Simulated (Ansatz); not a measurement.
**All-electron card of BeSe**

```yaml
crystal:
  lattice:
    - [0.00000, 2.53500, 2.53500]
    - [2.53500, 0.00000, 2.53500]
    - [2.53500, 2.53500, 0.00000]
  atoms:
    - { symbol: Be, position: [0.00000, 0.00000, 0.00000] }
    - { symbol: Se, position: [0.75000, 0.75000, 0.75000] }
```

Atoms are numbered in the order listed.

The cell is COD entry 9008837, as deposited and not checked against the literature; nothing was relaxed. It differs from other determinations.

Levels of theory: DFT, PBEsol, all-electron LAPW, scalar-relativistic (Ansatz 0.2.0); DFT, PBEsol, PAW with Ansatz's default frozen-core files, scalar-relativistic (Ansatz 0.2.0).

For LAPW: a Γ-centred 10×10×10 k mesh, Fermi–Dirac smearing of 0.03 eV, basis error target 0.5 meV/atom, no spin polarisation. PAW takes a cutoff of 420 eV at this cell (files made with PBE, cores remade for this functional). The Ansatz runs share mesh, smearing and spin set-up. Values come from LAPW unless marked.

```json
{
 "Pressure at this cell": "2.92 GPa",
 "Band gap": "2.39 eV, indirect from Γ to X (-0.5, -0.5, 0)",
 "Smallest direct gap on the path": "4.54 eV",
 "Löwdin charges (with 0.34 e of the cell spilling out of the atomic basis, so their sizes and signs hang on that basis)": "Be1 1.37, Se2 -1.04 e",
 "Bader charges (from the PAW run)": "Be1 +1.58, Se2 -1.58 e",
 "Volume per atom": "16.29 Å³"
}
```
